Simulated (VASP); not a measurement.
# GaP (F-43m) in VASP: further runs

One crystal, GaP, is run at these levels: LDA; tasks: dielectric tensor.

All numbers are computed with VASP 6.6.1; they aren't measurements. Logs are shortened: lines on timing, memory, paths and dates and some standing lists are left out, and cuts for length are marked.

**Experimental background.**

“Stacking defects in GaP nanowires: Electronic structure and optical properties”, 2018, arxiv:1810.01194 quotes, for a bulk crystal of GaP at 10 K: band gap 2.34 eV (indirect).

The runs below are set against these values where they give the same quantity.

## (1) The structure

The structure is cubic, space group F-43m (No. 216). The conventional cell has a = 5.451 Å, b = 5.451 Å, c = 5.451 Å, α = 90.00°, β = 90.00°, γ = 90.00°. Ga (site symmetry -43m) is surrounded by 4 P at 2.36 Å. P (site symmetry -43m) has 4 Ga at 2.36 Å as nearest neighbours.

## (2) Dielectric tensor, LDA

INCAR

```
SYSTEM = GaP
  ALGO = Normal
  EDIFF = 1E-8
  ENCUT = 800
  ISIF = 2
  ISMEAR = 0
  LASPH = .True.
  LCHARG = .False.
  LEPSILON = .True.
  LREAL = .False.
  LWAVE = .False.
  NELM = 100
  PREC = Accurate
  SIGMA = 0.01
```

KPOINTS

```
k-points
0
Gamma
  12 12 12
  0 0 0
```

POSCAR

```
GaP
1.0
    0.0000000000      2.7252500000      2.7252500000
    2.7252500000      0.0000000000      2.7252500000
    2.7252500000      2.7252500000      0.0000000000
Ga P
1 1
Direct
    0.0000000000      0.0000000000      0.0000000000
    0.7500000000      0.7500000000      0.7500000000
```

Potentials or basis: VASP PAW LDA potentials, release 64 (Ga_d, P).

Run with:

```bash
$ cat potpaw_LDA.64/Ga_d/POTCAR potpaw_LDA.64/P/POTCAR > POTCAR
$ mpirun -np 1 vasp_std > vasp.out
```

OUTCAR:

```text
SYSTEM = GaP
   EDIFF = 1E-8
   ENCUT = 800
   ISIF = 2
   ISMEAR = 0
   LASPH = .True.
   LEPSILON = .True.
   LREAL = .False.
   NELM = 100
   PREC = Accurate

 ion  position               nearest neighbor table
   1  0.000  0.000  0.000-   2 2.36   2 2.36   2 2.36   2 2.36
   2  0.750  0.750  0.750-   1 2.36   1 2.36   1 2.36   1 2.36

  LATTYP: Found a face centered cubic cell.
 ALAT       =     5.4505000000

  Lattice vectors:

 A1 = (   0.0000000000,   2.7252500000,   2.7252500000)
 A2 = (   2.7252500000,   0.0000000000,   2.7252500000)
 A3 = (   2.7252500000,   2.7252500000,   0.0000000000)

Analysis of symmetry for initial positions (statically):
=====================================================================
 Subroutine PRICEL returns:
 Original cell was already a primitive cell.

 Routine SETGRP: Setting up the symmetry group for a
 face centered cubic supercell.

 Subroutine GETGRP returns: Found 24 space group operations
 (whereof 24 operations were pure point group operations)
 out of a pool of 48 trial point group operations.

The static configuration has the point symmetry T_d .

Analysis of symmetry for dynamics (positions and initial velocities):
=====================================================================
 Subroutine PRICEL returns:
 Original cell was already a primitive cell.

 Routine SETGRP: Setting up the symmetry group for a
 face centered cubic supercell.

 Subroutine GETGRP returns: Found 24 space group operations
 (whereof 24 operations were pure point group operations)
 out of a pool of 48 trial point group operations.

The dynamic configuration has the point symmetry T_d .

 Subroutine INISYM returns: Found 24 space group operations
 (whereof 24 operations are pure point group operations),
 and found     1 'primitive' translations

----------------------------------------------------------------------------------------

                                     Primitive cell

  volume of cell :      40.4808

  direct lattice vectors                    reciprocal lattice vectors
     0.000000000  2.725250000  2.725250000    -0.183469406  0.183469406  0.183469406
     2.725250000  0.000000000  2.725250000     0.183469406 -0.183469406  0.183469406
     2.725250000  2.725250000  0.000000000     0.183469406  0.183469406 -0.183469406

  length of vectors
     3.854085511  3.854085511  3.854085511     0.317778334  0.317778334  0.317778334

  position of ions in fractional coordinates (direct lattice)
     0.000000000  0.000000000  0.000000000
     0.750000000  0.750000000  0.750000000

  ion indices of the primitive-cell ions
   primitive index   ion index
                 1           1
                 2           2

----------------------------------------------------------------------------------------

 KPOINTS: k-points

Automatic generation of k-mesh.
 Grid dimensions read from file:
 generate k-points for:   12   12   12

 Generating k-lattice:

  Cartesian coordinates                     Fractional coordinates (reciprocal lattice)
    -0.015289117  0.015289117  0.015289117     0.083333333  0.000000000  0.000000000
     0.015289117 -0.015289117  0.015289117     0.000000000  0.083333333  0.000000000
     0.015289117  0.015289117 -0.015289117     0.000000000  0.000000000  0.083333333

  Length of vectors
     0.026481528  0.026481528  0.026481528

  Shift w.r.t. Gamma in fractional coordinates (k-lattice)
     0.000000000  0.000000000  0.000000000

 Subroutine IBZKPT returns following result:
 ===========================================

 Found     72 irreducible k-points:

 Following reciprocal coordinates:
            Coordinates               Weight
  0.000000  0.000000  0.000000      1.000000
  0.083333  0.000000  0.000000      8.000000
  0.166667  0.000000  0.000000      8.000000
  0.250000  0.000000  0.000000      8.000000
  0.333333  0.000000  0.000000      8.000000
  0.416667  0.000000  0.000000      8.000000
[... 16 lines left out ...]
  0.500000  0.166667  0.000000     24.000000
 -0.416667  0.166667  0.000000     24.000000
 [... further k-points ...]
   k-points           NKPTS =     72   k-points in BZ     NKDIM =     72   number of bands    NBANDS=     13
   number of dos      NEDOS =    301   number of ions     NIONS =      2
   total plane-waves  NPLWV =  46656
   dimension x,y,z NGX =    36 NGY =   36 NGZ =   36
   dimension x,y,z NGXF=    72 NGYF=   72 NGZF=   72
   ions per type =               1   1
   NGX,Y,Z   is equivalent  to a cutoff of  15.53, 15.53, 15.53 a.u.
   NGXF,Y,Z  is equivalent  to a cutoff of  31.06, 31.06, 31.06 a.u.
 SYSTEM =  GaP
   PREC   = accura    normal or accurate (medium, high low for compatibility)
   ISTART =      0    job   : 0-new  1-cont  2-samecut
   ICHARG =      2    charge: 1-file 2-atom 10-const
   ISPIN  =      1    spin polarized calculation?
   LNONCOLLINEAR =      F non collinear calculations
   LSORBIT =      F    spin-orbit coupling
   LASPH  =      T    aspherical Exc in radial PAW
   ENCUT  =  800.0 eV  58.80 Ry    7.67 a.u.   8.89  8.89  8.89*2*pi/ulx,y,z
   NELM   =    100;   NELMIN=  2; NELMDL= -5     # of ELM steps
   EDIFF  = 0.1E-07   stopping-criterion for ELM
   LREAL  =      F    real-space projection
   EDIFFG = 0.1E-06   stopping-criterion for IOM
   NSW    =      0    number of steps for IOM
   IBRION =     -1    ionic relax: 0-MD 1-quasi-New 2-CG
   NFREE  =      0    steps in history (QN), initial steepest desc. (CG)
   ISIF   =      2    stress and relaxation
   ISYM   =      2    0-nonsym 1-usesym 2-fastsym
   POTIM  = 0.5000    time-step for ionic-motion
   TEBEG  =    0.0;   TEEND  =   0.0 temperature during run
   PSTRESS=    0.0 pullay stress
   NELECT =      18.0000    total number of electrons
   NUPDOWN=      -1.0000    fix difference up-down
   EMIN   =  10.00;   EMAX   =-10.00  energy-range for DOS
   EFERMI =   0.00;   METHOD = LEGACY
   ISMEAR =     0;   SIGMA  =   0.01  broadening in eV -4-tet -1-fermi 0-gaus
   EFERMI_NEDOS =   21; number of points for ismear=-14 and -15
   IALGO  =     38    algorithm
   IMIX   =      4    mixing-type and parameters
     AMIX     =   0.40;   BMIX     =  1.00
     AMIX_MAG =   1.60;   BMIX_MAG =  1.00
  volume/ion in A,a.u.               =      20.24       136.59
  Fermi-wavevector in a.u.,A,eV,Ry     =   1.249538  2.361284 21.243377  1.561344
  Thomas-Fermi vector in A             =   2.383574
   LORBIT       =      0    0 simple, 1 ext, 2 COOP (PROOUT), +10 PAW based schemes
   GGA     = CA    functional components
   LHFCALC =     F    Hartree Fock is set to
   AEXX    =    0.0000 exact exchange contribution
   IVDW    =     0    specifies the selected vdW correction
   LEPSILON=     T    determine dielectric tensor
   LRPA    =     F    only Hartree local field effects (RPA)
 non-spin polarized calculation
 Gauss-broadening in eV      SIGMA  =   0.01
  energy-cutoff  :      800.00
  volume of cell :       40.48
 maximum number of plane-waves:      2120
   NGX = 17   NGY = 17   NGZ = 17

--------------------------------------- Ionic step        1  -------------------------------------------

 number of electron      18.0000000 magnetization

 E-fermi :   4.5584     XC(G=0): -10.1645

 val. band max:        4.5032222107   @ k =   0.0000   0.0000   0.0000
 cond. band min:       5.9461665916   @ k =   0.4167   0.4167   0.0000
 fundamental gap:      1.4429443809
 Fermi energy:         4.5583570237

 k-point     1 :       0.0000    0.0000    0.0000
  band No.  band energies     occupation
      1     -10.2005      2.00000
      2     -10.2005      2.00000
      3     -10.2005      2.00000
      4     -10.1024      2.00000
      5     -10.1024      2.00000
      6      -8.0057      2.00000
      7       4.5032      2.00000
      8       4.5032      2.00000
      9       4.5032      2.00000
     10       6.1408      0.00000
     11       8.2967      0.00000
     12       8.2967      0.00000
     13       8.2967      0.00000
[... 353 lines left out ...]
 k-point    24 :      -0.4167    0.1667    0.0000
  band No.  band energies     occupation
      1     -10.2786      2.00000
      2     -10.1720      2.00000
      3     -10.1662      2.00000
      4     -10.1021      2.00000
      5     -10.0966      2.00000
      6      -5.7009      2.00000
      7      -2.0030      2.00000
      8       1.6930      2.00000
      9       3.0302      2.00000
     10       7.1841      0.00000
     11       9.1175      0.00000
     12      10.0741      0.00000
     13      12.5299      0.00000

 [... further k-points ...]

  FORCE on cell =-STRESS in cart. coord.  units (eV):
  Direction    XX          YY          ZZ          XY          YZ          ZX
  --------------------------------------------------------------------------------------
  -------------------------------------------------------------------------------------
  Total       -0.6650874     -0.6650874     -0.6650874      0.0000000      0.0000000     -0.0000000
  in kB      -26.3232944    -26.3232944    -26.3232944      0.0000000      0.0000000     -0.0000000
  external PRESSURE =     -26.3232944 kB  Pullay stress =       0.0000000 kB

 VOLUME and BASIS-vectors are now :
 -----------------------------------------------------------------------------
  energy-cutoff  :      800.00
  volume of cell :       40.48
      direct lattice vectors                 reciprocal lattice vectors
     0.000000000  2.725250000  2.725250000    -0.183469406  0.183469406  0.183469406
     2.725250000  0.000000000  2.725250000     0.183469406 -0.183469406  0.183469406
     2.725250000  2.725250000  0.000000000     0.183469406  0.183469406 -0.183469406

 POSITION                                       TOTAL-FORCE (eV/Angst)
 -----------------------------------------------------------------------------------
      0.00000      0.00000      0.00000        -0.000000     -0.000000      0.000000
      4.08788      4.08788      4.08788         0.000000      0.000000     -0.000000
 -----------------------------------------------------------------------------------
    total drift:                               -0.000000     -0.000000     -0.000000

  FREE ENERGIE OF THE ION-ELECTRON SYSTEM (eV)
  ---------------------------------------------------
  free  energy   TOTEN  =       -10.4431696295 eV

  energy  without entropy=      -10.4431696295  energy(sigma->0) =      -10.44316963

 HEAD OF MICROSCOPIC STATIC DIELECTRIC TENSOR (INDEPENDENT PARTICLE, excluding Hartree and local field effects)
 ------------------------------------------------------
          11.709863    -0.000000     0.000000
          -0.000000    11.709863    -0.000000
           0.000000    -0.000000    11.709863
 ------------------------------------------------------

 Free energy of the ion-electron system (eV)
  ---------------------------------------------------
  ---------------------------------------------------
  free energy    TOTEN  =        -1.18054646 eV

  energy without entropy =       -1.18054646

------------------------ aborting loop because EDIFF is reached ----------------------------------------

--------------------------------------- Ionic step        2  -------------------------------------------

------------------------ aborting loop because EDIFF is reached ----------------------------------------

--------------------------------------- Ionic step        3  -------------------------------------------

 Free energy of the ion-electron system (eV)
  ---------------------------------------------------
  ---------------------------------------------------
  free energy    TOTEN  =        -1.18054813 eV

  energy without entropy =       -1.18054813

------------------------ aborting loop because EDIFF is reached ----------------------------------------

 PIEZOELECTRIC TENSOR FIELD DIRECTION 3  (e Angst)
 -----------------------------------------------------------------------------
    -0.00030  1.98482  0.00000           (  0.00000  0.03801  0.00000)
     1.98482 -0.00030  0.00000           (  0.03801  0.00000  0.00000)
     0.00000  0.00000 -0.00164           (  0.00000  0.00000  0.00000)

 PIEZOELECTRIC TENSOR FIELD DIRECTION 3  (C/m^2)
 -----------------------------------------------------------------------------
    -0.00012  0.78557  0.00000
     0.78557 -0.00012  0.00000
     0.00000  0.00000 -0.00065

 MACROSCOPIC STATIC DIELECTRIC TENSOR (including local field effects in DFT)
 ------------------------------------------------------
          10.984068     0.000000    -0.000000
           0.000000    10.984068     0.000000
           0.000000    -0.000000    10.984068
 ------------------------------------------------------

 PIEZOELECTRIC TENSOR (including local field effects)  for field in x, y, z        (e  Angst)
          XX          YY          ZZ          XY          YZ          ZX
  --------------------------------------------------------------------------------
  x    -0.00000    -0.00000    -0.00000     0.00000     1.98918     0.00000
  y     0.00000     0.00000    -0.00000     0.00000     0.00000     1.98918
  z    -0.00000    -0.00000     0.00000     1.98918     0.00000     0.00000

 PIEZOELECTRIC TENSOR (including local field effects)  for field in x, y, z        (C/m^2)
          XX          YY          ZZ          XY          YZ          ZX
  --------------------------------------------------------------------------------
  x    -0.00000    -0.00000    -0.00000     0.00000     0.78729     0.00000
  y     0.00000     0.00000    -0.00000     0.00000     0.00000     0.78729
  z    -0.00000    -0.00000     0.00000     0.78729     0.00000     0.00000

 BORN EFFECTIVE CHARGES (including local field effects) (in |e|, cummulative output)
 ---------------------------------------------------------------------------------
 ion    1
    1     2.12218     0.00000     0.00000
    2     0.00000     2.12218     0.00000
    3     0.00000     0.00000     2.12218
 ion    2
    1    -2.12218     0.00000     0.00000
    2     0.00000    -2.12218     0.00000
    3     0.00000     0.00000    -2.12218
```

Wall time 13 min (1 thread of Intel Xeon Platinum 8488C (Sapphire Rapids), shared host); peak memory 0.73 GiB.

Results:

```yaml
Band_gap_on_the_k_mesh: 1.44 eV, indirect (least direct gap 1.64 eV)
Electronic_dielectric_tensor_diagonal: 10.98
Born_charges_mean_of_the_diagonal: Ga +2.12; P -2.12 e
```

Electronic dielectric tensor:
```
10.98  0.00  0.00
 0.00 10.98  0.00
 0.00  0.00 10.98
```

Born effective charge tensors (e):
atom 1, Ga
```
2.12 0.00 0.00
0.00 2.12 0.00
0.00 0.00 2.12
```
atom 2, P
```
-2.12  0.00  0.00
 0.00 -2.12  0.00
 0.00  0.00 -2.12
```

(Part 1 of 2 ends here.)
